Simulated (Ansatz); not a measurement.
Al in Ansatz: the effect of target pressure

Crystal: Al.

```
Al
1.0
    -1.59122    1.59122    1.59122
     1.59122   -1.59122    1.59122
     1.59122    1.59122   -1.59122
Al
1
Direct
  0.00000 0.00000 0.00000
```

This isn't the form of Al at room conditions, which is fcc.

Alike in all runs:

```yaml
Program: Ansatz 0.2.0
Task: relaxation of cell and atoms
Functional: PBEsol
Potentials_or_basis: Ansatz PAW
Cutoff: "420 eV (not typed: the program's choice for these potentials)"
k_mesh: 12 × 12 × 12
Occupations: fermi-dirac, width 0.05 eV
Spin: no spin polarisation
```

Each run relaxes the cell or the atoms first.

```csv
target pressure,relaxed volume (Å³/atom)
0 GPa,?
2 GPa,16.17
5 GPa,15.62
10 GPa,14.88
20 GPa,13.79
30 GPa,12.97
```

Question: What does the run with target pressure 0 GPa give?

Answer: Relaxed volume 16.59 Å³/atom.

Worked out: In Murnaghan's law V^(-B') rises as a straight line in P. The other rows fit best with B' = 3.6, V0 = 16.57 Å³/atom and B0 = 76 GPa, which gives 16.57 Å³/atom at 0 GPa, against the run's 16.59.

Caveats: the plane-wave basis is chosen anew once the cell has moved, so the energies of steps on either side of that aren't comparable; the PAW data sets come from PBE, with cores solved anew for the run's functional, which leaves a small shift of forces and pressure; the volume moved by over 15 % at a fixed basis, so the end points are rough (some runs).
